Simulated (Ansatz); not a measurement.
Al2Pt: pressure against volume scale

All results are calculated (Ansatz 0.2.0). Periodic Kohn-Sham DFT of a crystal at fixed atoms, scaled to volume_scale times the given cell; pressure positive in compression, energy less spherical unpolarised free atoms, largest_vzz the field gradient of largest size among the nuclei.

The cell before it is scaled or strained (space group Fm-3m, No. 225):
```
Al2Pt
1.0
      0.0000     2.9550     2.9550
      2.9550     0.0000     2.9550
      2.9550     2.9550     0.0000
Al Pt
2 1
Direct
  0.25000 0.25000 0.25000
  0.75000 0.75000 0.75000
  0.00000 0.00000 0.00000
```

Settings of every row: method all-electron PAW; functional LDA; relativity scalar; k mesh 12x12x12; filling fermi-dirac; smearing width 0.08 eV; nucleus gaussian.

Atom start moment: 0 on all atoms.

Limits: no spin-orbit coupling on heavy atoms.

```
row  volume scale  V (Å³/atom)  pressure (GPa)
  1          0.94        16.17           5.164
  2          0.98       16.858          -1.222
  3             1       17.202               ?
  4          1.01       17.374          -5.159
  5          1.04        17.89          -8.485
```

Question: what pressure should row 3 give?

Worked fit of pressure. Take u = (V_r/V)^(2/3) − 1 with V_r = 17.116 Å³ an atom, which is twice the finite (Eulerian) strain; such expansions in the strain, on which the Birch-Murnaghan equation of state is built, carry the rest volume and the bulk modulus. The shown rows have u = 0.03863, 0.01018, -0.00992, -0.02906. Least squares give pressure = −3.2748 + 196.067 × u + 578.95 × u² GPa; a straight line predicts inner rows, each left out in turn, worse (root mean square 0.42 against 0.0079 GPa). The rows lie off it by 0.001, -0.003, 0.004, -0.001. The pressure vanishes at u = 0.0160, or V = 16.71 Å³ an atom, and there the bulk modulus at fixed shape and fractions is B = −V dP/dV = (2/3)(1 + u) dP/du = 145 GPa. The withheld row has u = -0.00334, so the fit gives −3.2748 + 196.067 × (-0.00334) + 578.95 × (-0.00334)² = -3.923 GPa.

The calculation gave -3.919 GPa. The fit lies 0.004 GPa (0.029 % of the column's range) below it; its largest miss of a shown row is 0.004 GPa.
